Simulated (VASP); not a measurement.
# SrO (Fm-3m) in VASP: band structure with r2SCAN

Aim: the band structure of SrO with r2SCAN.

Everything below comes from runs of VASP 6.6.1. Logs are shortened: lines on timing, memory, paths and dates and some standing lists are left out, and cuts for length are marked.

### Step 1. The crystal as given

It takes space group Fm-3m (No. 225, cubic). The conventional cell has a = 5.168 Å, b = 5.168 Å, c = 5.168 Å, α = 90.00°, β = 90.00°, γ = 90.00°. Around Sr (site symmetry m-3m) lie 6 O at 2.58 Å. O (site symmetry m-3m) has 6 Sr at 2.58 Å as nearest neighbours.

The cell was built by a generator and needn't be a form met in nature.

### Step 2. Band structure, r2SCAN

The input, INCAR:

```
SYSTEM = SrO
PREC     = Accurate       ! precision mode
ENCUT    = 520            ! plane-wave cutoff, eV
EDIFF    = 1E-7           ! SCF threshold, eV
ISMEAR   = 0              ! smearing method
SIGMA    = 0.02           ! smearing width, eV
LREAL    = .FALSE.        ! projectors in reciprocal space
LASPH    = .TRUE.         ! aspherical terms in the spheres
NELM     = 80             ! most SCF steps
ALGO     = Normal         ! electronic algorithm
ISIF     = 2              ! what is computed and relaxed
LWAVE    = .FALSE.        ! write WAVECAR
LCHARG   = .FALSE.        ! write CHGCAR
METAGGA  = R2SCAN         ! meta-GGA
LMIXTAU  = .TRUE.       
NBANDS   = 15             ! bands
```

The input, KPOINTS:

```
Automatic mesh
0
G
  10 10 10
  0 0 0
```

The input, POSCAR:

```
SrO                                     
1.0
    0.0000000000      2.5840201519      2.5840201519
    2.5840201519      0.0000000000      2.5840201519
    2.5840201519      2.5840201519      0.0000000000
  Sr              O             
     1     1
Direct
     0.0000000000000000    0.0000000000000000    0.0000000000000000
     0.5000000000000000    0.5000000000000000    0.5000000000000000
```

The input, KPOINTS_OPT:

```
path GXWKGLUWLK,UX
20
line-mode
reciprocal
 0.0000000000  0.0000000000  0.0000000000  G
 0.5000000000  0.0000000000  0.5000000000  X

 0.5000000000  0.0000000000  0.5000000000  X
 0.5000000000  0.2500000000  0.7500000000  W

 0.5000000000  0.2500000000  0.7500000000  W
 0.3750000000  0.3750000000  0.7500000000  K

 0.3750000000  0.3750000000  0.7500000000  K
 0.0000000000  0.0000000000  0.0000000000  G

 0.0000000000  0.0000000000  0.0000000000  G
 0.5000000000  0.5000000000  0.5000000000  L

 0.5000000000  0.5000000000  0.5000000000  L
 0.6250000000  0.2500000000  0.6250000000  U

 0.6250000000  0.2500000000  0.6250000000  U
 0.5000000000  0.2500000000  0.7500000000  W

 0.5000000000  0.2500000000  0.7500000000  W
 0.5000000000  0.5000000000  0.5000000000  L

 0.5000000000  0.5000000000  0.5000000000  L
 0.3750000000  0.3750000000  0.7500000000  K

 0.6250000000  0.2500000000  0.6250000000  U
 0.5000000000  0.0000000000  0.5000000000  X
```

Potentials or basis: VASP PAW PBE potentials, release 64 (Sr_sv, O).

Started as:

```sh
$ cat potpaw_PBE.64/Sr_sv/POTCAR potpaw_PBE.64/O/POTCAR > POTCAR
$ mpirun -np 1 vasp_std > vasp.out
```

OUTCAR:

```text
SYSTEM = SrO
   PREC = Accurate
   ENCUT = 520
   EDIFF = 1E-7
   ISMEAR = 0
   LREAL = .FALSE.
   LASPH = .TRUE.
   NELM = 80
   ISIF = 2
   METAGGA = R2SCAN

 ion  position               nearest neighbor table
   1  0.000  0.000  0.000-   2 2.58   2 2.58   2 2.58   2 2.58   2 2.58   2 2.58
   2  0.500  0.500  0.500-   1 2.58   1 2.58   1 2.58   1 2.58   1 2.58   1 2.58

  LATTYP: Found a face centered cubic cell.
 ALAT       =     5.1680403038

  Lattice vectors:

 A1 = (   0.0000000000,   2.5840201519,   2.5840201519)
 A2 = (   2.5840201519,   0.0000000000,   2.5840201519)
 A3 = (   2.5840201519,   2.5840201519,   0.0000000000)

Analysis of symmetry for initial positions (statically):
=====================================================================
 Subroutine PRICEL returns:
 Original cell was already a primitive cell.

 Routine SETGRP: Setting up the symmetry group for a
 face centered cubic supercell.

 Subroutine GETGRP returns: Found 48 space group operations
 (whereof 48 operations were pure point group operations)
 out of a pool of 48 trial point group operations.

The static configuration has the point symmetry O_h .

Analysis of symmetry for dynamics (positions and initial velocities):
=====================================================================
 Subroutine PRICEL returns:
 Original cell was already a primitive cell.

 Routine SETGRP: Setting up the symmetry group for a
 face centered cubic supercell.

 Subroutine GETGRP returns: Found 48 space group operations
 (whereof 48 operations were pure point group operations)
 out of a pool of 48 trial point group operations.

The dynamic configuration has the point symmetry O_h .

 Subroutine INISYM returns: Found 48 space group operations
 (whereof 48 operations are pure point group operations),
 and found     1 'primitive' translations

----------------------------------------------------------------------------------------

                                     Primitive cell

  volume of cell :      34.5078

  direct lattice vectors                    reciprocal lattice vectors
     0.000000000  2.584020152  2.584020152    -0.193496943  0.193496943  0.193496943
     2.584020152  0.000000000  2.584020152     0.193496943 -0.193496943  0.193496943
     2.584020152  2.584020152  0.000000000     0.193496943  0.193496943 -0.193496943

  length of vectors
     3.654356344  3.654356344  3.654356344     0.335146536  0.335146536  0.335146536

  position of ions in fractional coordinates (direct lattice)
     0.000000000  0.000000000  0.000000000
     0.500000000  0.500000000  0.500000000

  ion indices of the primitive-cell ions
   primitive index   ion index
                 1           1
                 2           2

----------------------------------------------------------------------------------------

 KPOINTS: Automatic mesh

Automatic generation of k-mesh.
 Grid dimensions read from file:
 generate k-points for:   10   10   10

 Generating k-lattice:

  Cartesian coordinates                     Fractional coordinates (reciprocal lattice)
    -0.019349694  0.019349694  0.019349694     0.100000000  0.000000000  0.000000000
     0.019349694 -0.019349694  0.019349694     0.000000000  0.100000000  0.000000000
     0.019349694  0.019349694 -0.019349694     0.000000000  0.000000000  0.100000000

  Length of vectors
     0.033514654  0.033514654  0.033514654

  Shift w.r.t. Gamma in fractional coordinates (k-lattice)
     0.000000000  0.000000000  0.000000000

 Subroutine IBZKPT returns following result:
 ===========================================

 Found     47 irreducible k-points:

 Following reciprocal coordinates:
            Coordinates               Weight
  0.000000  0.000000  0.000000      1.000000
  0.100000  0.000000  0.000000      8.000000
  0.200000  0.000000  0.000000      8.000000
  0.300000  0.000000  0.000000      8.000000
  0.400000  0.000000  0.000000      8.000000
  0.500000  0.000000  0.000000      4.000000
[... 16 lines left out ...]
  0.300000  0.300000  0.000000      6.000000
  0.400000  0.300000  0.000000     24.000000
 [... further k-points ...]
   k-points           NKPTS =     47   k-points in BZ     NKDIM =     47   number of bands    NBANDS=     15
   number of dos      NEDOS =    301   number of ions     NIONS =      2
   total plane-waves  NPLWV =  21952
   dimension x,y,z NGX =    28 NGY =   28 NGZ =   28
   dimension x,y,z NGXF=    56 NGYF=   56 NGZF=   56
   ions per type =               1   1
   NGX,Y,Z   is equivalent  to a cutoff of  12.74, 12.74, 12.74 a.u.
   NGXF,Y,Z  is equivalent  to a cutoff of  25.48, 25.48, 25.48 a.u.
 SYSTEM =  SrO
   PREC   = accura    normal or accurate (medium, high low for compatibility)
   ISTART =      0    job   : 0-new  1-cont  2-samecut
   ICHARG =      2    charge: 1-file 2-atom 10-const
   ISPIN  =      1    spin polarized calculation?
   LNONCOLLINEAR =      F non collinear calculations
   LSORBIT =      F    spin-orbit coupling
   LASPH  =      T    aspherical Exc in radial PAW
   ENCUT  =  520.0 eV  38.22 Ry    6.18 a.u.   6.79  6.79  6.79*2*pi/ulx,y,z
   NELM   =     80;   NELMIN=  2; NELMDL= -5     # of ELM steps
   EDIFF  = 0.1E-06   stopping-criterion for ELM
   LREAL  =      F    real-space projection
   EDIFFG = 0.1E-05   stopping-criterion for IOM
   NSW    =      0    number of steps for IOM
   IBRION =     -1    ionic relax: 0-MD 1-quasi-New 2-CG
   NFREE  =      0    steps in history (QN), initial steepest desc. (CG)
   ISIF   =      2    stress and relaxation
   ISYM   =      2    0-nonsym 1-usesym 2-fastsym
   POTIM  = 0.5000    time-step for ionic-motion
   TEBEG  =    0.0;   TEEND  =   0.0 temperature during run
   PSTRESS=    0.0 pullay stress
   NELECT =      16.0000    total number of electrons
   NUPDOWN=      -1.0000    fix difference up-down
   EMIN   =  10.00;   EMAX   =-10.00  energy-range for DOS
   EFERMI =   0.00;   METHOD = LEGACY
   ISMEAR =     0;   SIGMA  =   0.02  broadening in eV -4-tet -1-fermi 0-gaus
   EFERMI_NEDOS =   21; number of points for ismear=-14 and -15
   IALGO  =     38    algorithm
   IMIX   =      4    mixing-type and parameters
     AMIX     =   0.40;   BMIX     =  1.00
     AMIX_MAG =   1.60;   BMIX_MAG =  1.00
  volume/ion in A,a.u.               =      17.25       116.44
  Fermi-wavevector in a.u.,A,eV,Ry     =   1.267094  2.394461 21.844533  1.605528
  Thomas-Fermi vector in A             =   2.400260
   LORBIT       =      0    0 simple, 1 ext, 2 COOP (PROOUT), +10 PAW based schemes
   METAGGA = R2SCAN    functional components
   LHFCALC =     F    Hartree Fock is set to
   AEXX    =    0.0000 exact exchange contribution
   IVDW    =     0    specifies the selected vdW correction
   LEPSILON=     F    determine dielectric tensor
   LRPA    =     F    only Hartree local field effects (RPA)
 non-spin polarized calculation
 Gauss-broadening in eV      SIGMA  =   0.02
  energy-cutoff  :      520.00
  volume of cell :       34.51
 maximum number of plane-waves:       944
   NGX = 13   NGY = 13   NGZ = 13

 number of electron      15.9999998 magnetization

 Free energy of the ion-electron system (eV)
  ---------------------------------------------------
  ext. energy  EPLUGINS =         0.00000000
  ---------------------------------------------------
  free energy    TOTEN  =       -27.05612714 eV

  energy without entropy =      -27.05612714  energy(sigma->0) =      -27.05612714

 E-fermi :   1.4345     XC(G=0): -10.5082

 val. band max:        1.2720008258   @ k =   0.0000   0.0000   0.0000
 cond. band min:       5.0219038247   @ k =   0.5000   0.5000   0.0000
 fundamental gap:      3.7499029989
 Fermi energy:         1.4344852974

 k-point     1 :       0.0000    0.0000    0.0000
  band No.  band energies     occupation
      1     -32.2550      2.00000
      2     -14.7374      2.00000
      3     -13.2936      2.00000
      4     -13.2936      2.00000
      5     -13.2936      2.00000
      6       1.2720      2.00000
      7       1.2720      2.00000
      8       1.2720      2.00000
      9       5.8187      0.00000
     10       8.0148      0.00000
     11       8.0148      0.00000
     12       8.0148      0.00000
     13      10.3016      0.00000
     14      10.3016      0.00000
     15      14.4920      0.00000

 k-point     2 :       0.1000    0.0000    0.0000
  band No.  band energies     occupation
      1     -32.2428      2.00000
      2     -14.9335      2.00000
      3     -13.3008      2.00000
      4     -13.3008      2.00000
      5     -13.1275      2.00000
      6       0.9880      2.00000
      7       1.1479      2.00000
      8       1.1479      2.00000
      9       6.2681      0.00000
     10       7.8981      0.00000
     11       8.2127      0.00000
     12       8.2127      0.00000
     13      10.5641      0.00000
     14      10.5641      0.00000
     15      15.1565      0.00000

 k-point     3 :       0.2000    0.0000    0.0000
  band No.  band energies     occupation
      1     -32.2105      2.00000
      2     -15.3289      2.00000
      3     -13.3195      2.00000
      4     -13.3195      2.00000
      5     -12.8119      2.00000
      6       0.3770      2.00000
      7       0.8462      2.00000
      8       0.8462      2.00000
      9       7.3430      0.00000
     10       7.7838      0.00000
     11       8.7721      0.00000
     12       8.7721      0.00000
     13      11.2633      0.00000
     14      11.2633      0.00000
     15      16.7296      0.00000

 k-point     4 :       0.3000    0.0000    0.0000
  band No.  band energies     occupation
      1     -32.1701      2.00000
      2     -15.7105      2.00000
      3     -13.3424      2.00000
      4     -13.3424      2.00000
      5     -12.5293      2.00000
      6      -0.2347      2.00000
      7       0.5104      2.00000
      8       0.5104      2.00000
      9       7.8667      0.00000
     10       8.6748      0.00000
     11       9.5711      0.00000
     12       9.5711      0.00000
     13      12.2120      0.00000
     14      12.2120      0.00000
     15      17.8373      0.00000
[... 307 lines left out ...]
 k-point    22 :      -0.2000    0.2000    0.0000
  band No.  band energies     occupation
      1     -32.1569      2.00000
      2     -15.6493      2.00000
      3     -13.5619      2.00000
      4     -13.3256      2.00000
      5     -12.5571      2.00000
      6      -0.2558      2.00000
      7       0.3538      2.00000
      8       0.9388      2.00000
      9       7.6102      0.00000
     10       8.4607      0.00000
     11       9.3805      0.00000
     12      10.3137      0.00000
     13      12.4366      0.00000
     14      12.6702      0.00000
     15      18.0610      0.00000

 k-point    23 :       0.3000    0.3000    0.0000
  band No.  band energies     occupation
      1     -32.1445      2.00000
      2     -15.3339      2.00000
      3     -13.5195      2.00000
      4     -13.5195      2.00000
      5     -13.0729      2.00000
      6       0.0418      2.00000
      7       1.1265      2.00000
      8       1.1265      2.00000
      9       5.7625      0.00000
     10       8.3493      0.00000
     11      11.0452      0.00000
     12      11.0452      0.00000
     13      11.3647      0.00000
     14      12.4818      0.00000
     15      19.7684      0.00000

 k-point    24 :       0.4000    0.3000    0.0000
  band No.  band energies     occupation
      1     -32.1194      2.00000
      2     -15.3313      2.00000
      3     -13.6237      2.00000
      4     -13.5531      2.00000
      5     -13.1876      2.00000
      6       0.2239      2.00000
      7       0.9702      2.00000
      8       1.0406      2.00000
      9       5.7030      0.00000
     10       9.0372      0.00000
     11      11.3302      0.00000
     12      11.5475      0.00000
     13      12.0192      0.00000
     14      12.9121      0.00000
     15      17.5999      0.00000

 [... further k-points ...]

------------------------ aborting loop because EDIFF is reached ----------------------------------------

  FORCE on cell =-STRESS in cart. coord.  units (eV):
  Direction    XX          YY          ZZ          XY          YZ          ZX
  --------------------------------------------------------------------------------------
  -------------------------------------------------------------------------------------
  Total        0.0152589      0.0152589      0.0152589      0.0000000      0.0000000      0.0000000
  in kB        0.7084598      0.7084598      0.7084598      0.0000000      0.0000000      0.0000000
  external PRESSURE =       0.7084598 kB  Pullay stress =       0.0000000 kB

 VOLUME and BASIS-vectors are now :
 -----------------------------------------------------------------------------
  energy-cutoff  :      520.00
  volume of cell :       34.51
      direct lattice vectors                 reciprocal lattice vectors
     0.000000000  2.584020152  2.584020152    -0.193496943  0.193496943  0.193496943
     2.584020152  0.000000000  2.584020152     0.193496943 -0.193496943  0.193496943
     2.584020152  2.584020152  0.000000000     0.193496943  0.193496943 -0.193496943

 POSITION                                       TOTAL-FORCE (eV/Angst)
 -----------------------------------------------------------------------------------
      0.00000      0.00000      0.00000        -0.000000     -0.000000     -0.000000
      2.58402      2.58402      2.58402         0.000000      0.000000      0.000000
 -----------------------------------------------------------------------------------
    total drift:                                0.000000      0.000000      0.000000

  FREE ENERGIE OF THE ION-ELECTRON SYSTEM (eV)
  ---------------------------------------------------
  free  energy   TOTEN  =       -27.0561271411 eV

  energy  without entropy=      -27.0561271411  energy(sigma->0) =      -27.05612714
```

Wall time 3.6 min (1 thread of Intel Xeon Platinum 8488C (Sapphire Rapids), shared host); peak memory 0.19 GiB.

Results:

| Property | Result |
| --- | --- |
| Free energy | -27.0561 eV |
| Pressure | 0.1 GPa |
| Band gap on the k mesh | 3.75 eV, indirect (least direct gap 3.85 eV) |
| Band gap along the path | 3.75 eV, indirect (least direct gap 3.85 eV) |

Levels at the corners of the path, in eV from the valence-band top:
| point | band 5 | band 6 | band 7 | band 8 | band 9 | band 10 | band 11 | band 12 |
| --- | --- | --- | --- | --- | --- | --- | --- | --- |
| Γ | -14.57 | 0.00 | 0.00 | 0.00 | 4.55 | 6.74 | 6.74 | 6.74 |
| X | -14.91 | -0.45 | -0.10 | -0.10 | 3.75 | 8.40 | 10.82 | 10.98 |
| X | -14.91 | -0.45 | -0.10 | -0.10 | 3.75 | 8.40 | 10.82 | 10.98 |
| W | -14.10 | -1.09 | -0.44 | -0.44 | 6.51 | 6.51 | 9.21 | 11.60 |
| W | -14.10 | -1.09 | -0.44 | -0.44 | 6.51 | 6.51 | 9.21 | 11.60 |
| K | -14.28 | -0.92 | -0.56 | -0.49 | 5.26 | 8.42 | 9.32 | 10.67 |
| K | -14.28 | -0.92 | -0.56 | -0.49 | 5.26 | 8.42 | 9.32 | 10.67 |
| Γ | -14.57 | 0.00 | 0.00 | 0.00 | 4.55 | 6.74 | 6.74 | 6.74 |
| Γ | -14.57 | 0.00 | 0.00 | 0.00 | 4.55 | 6.74 | 6.74 | 6.74 |
| L | -13.55 | -2.09 | -1.10 | -1.10 | 7.04 | 8.95 | 9.39 | 9.39 |
| L | -13.55 | -2.09 | -1.10 | -1.10 | 7.04 | 8.95 | 9.39 | 9.39 |
| U | -14.28 | -0.92 | -0.56 | -0.49 | 5.26 | 8.42 | 9.32 | 10.67 |
| U | -14.28 | -0.92 | -0.56 | -0.49 | 5.26 | 8.42 | 9.32 | 10.67 |
| W | -14.10 | -1.09 | -0.44 | -0.44 | 6.51 | 6.51 | 9.21 | 11.60 |
| W | -14.10 | -1.09 | -0.44 | -0.44 | 6.51 | 6.51 | 9.21 | 11.60 |
| L | -13.55 | -2.09 | -1.10 | -1.10 | 7.04 | 8.95 | 9.39 | 9.39 |
| L | -13.55 | -2.09 | -1.10 | -1.10 | 7.04 | 8.95 | 9.39 | 9.39 |
| K | -14.28 | -0.92 | -0.56 | -0.49 | 5.26 | 8.42 | 9.32 | 10.67 |
| U | -14.28 | -0.92 | -0.56 | -0.49 | 5.26 | 8.42 | 9.32 | 10.67 |
| X | -14.91 | -0.45 | -0.10 | -0.10 | 3.75 | 8.40 | 10.82 | 10.98 |

Caveat: the PAW data sets were made with another functional, which shifts forces and pressure a little.
